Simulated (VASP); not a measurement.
A run of VASP 6.6.1 is set up as follows.

INCAR

```
PREC = Accurate ; ENCUT = 520
EDIFF = 1E-7 ; ISMEAR = 0
SIGMA = 0.02 ; LREAL = F
LASPH = T ; NELM = 60
ALGO = Normal ; ISIF = 2
LWAVE = F ; LCHARG = F
GGA = PE
```

The input KPOINTS:

```
regular mesh
0
Gamma
  4 4 4
```

The input POSCAR:

```
GaAs                                    
1.0
   -0.0000000000      2.9617689876      2.9617689876
    2.9617689876     -0.0000000000      2.9617689876
    2.9617689876      2.9617689876     -0.0000000000
  Ga              As            
     1     1
Direct
     0.0000000000000000    0.0000000000000000    0.0000000000000000
     0.2500000000000000    0.2500000000000000    0.2500000000000000
```

Potentials or basis: VASP PAW PBE potentials, release 64 (Ga_d, As).

Launch:

```bash
$ cat potpaw_PBE.64/Ga_d/POTCAR potpaw_PBE.64/As/POTCAR > POTCAR
$ mpirun -np 1 vasp_std > vasp.out
```

(1) What does it give for the pressure?

(2) Predict the band gap on the k mesh.

## Answers

(1) -3.7 GPa.

(2) none (metal or under the smearing width).

Caveat: the k mesh is coarse (spacing up to 0.46 Å⁻¹), so the values aren't converged.
